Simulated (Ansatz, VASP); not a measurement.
## ZnS in VASP and in Ansatz

```xyz
2
Lattice="0.0000 2.6468 2.6468 2.6468 0.0000 2.6468 2.6468 2.6468 0.0000" Properties=species:S:1:pos:R:3 pbc="T T T"
Zn    3.9703    3.9703    3.9703
S     0.0000    0.0000    0.0000
```

Change from the starting cell: volume scaled by 0.94.

Alike in both runs: task single point; functional PBEsol; k mesh 9 × 9 × 9; occupations fermi-dirac, width 0.05 eV; no spin polarisation.

```csv
,VASP,Ansatz
version,VASP 6.6.1,Ansatz 0.2.0
potentials or method,"VASP PAW PBE potentials, release 64 (Zn, S), cutoff 520 eV","all-electron LAPW, scalar-relativistic"
```

```tsv
	VASP	Ansatz	Ansatz less VASP
gap on the k mesh at the Fermi level (eV)	2.25	2.24	-0.006
least direct gap on the mesh (eV)	2.25	2.24	-0.006
pressure (GPa)	3.2	3.0	-0.20
```

Ansatz ran all-electron here, so the differences hold the error of VASP's frozen core and of both bases.

Caveats: the PAW data sets were made with another functional, which shifts forces and pressure a little (VASP).
